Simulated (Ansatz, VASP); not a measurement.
**Pd: VASP beside Ansatz**

```
Pd
1.0
     5.20355    0.00000    0.00000
    -2.60177    4.50640    0.00000
     0.00000    0.00000    4.48342
Pd
5
Cartesian
  -1.3009 2.2532 3.2768
  2.6018 0.0000 3.2768
  1.3009 2.2532 3.2768
  0.0000 3.0043 1.0351
  2.6018 1.5021 1.0351
```

Alike in both runs: functional PBE; k mesh 6 × 6 × 4; occupations gaussian, width 0.1 eV; no spin polarisation.

Ansatz relaxed the structure, and its values are those at the end. VASP's run is a single point on that final structure, the one shown.

```csv
,VASP,Ansatz
version,VASP 6.6.1,Ansatz 0.2.0
potentials or method,"VASP PAW PBE potentials, release 64 (Pd)","scalar-relativistic, plane waves, PAW"
plane-wave cutoff (eV),520,420
valence electrons in the cell,50,90
```

```tsv
	VASP	Ansatz	Ansatz less VASP
gap on the k mesh at the Fermi level (eV)	none	none	-
pressure (GPa)	0.0	0.2	+0.25
```

A gap of «none» marks a metal or a gap that the smearing closes. The functional is the same, so the differences come from potentials, cutoffs and numerics. The two sets of potentials don't hold the same shells in valence.
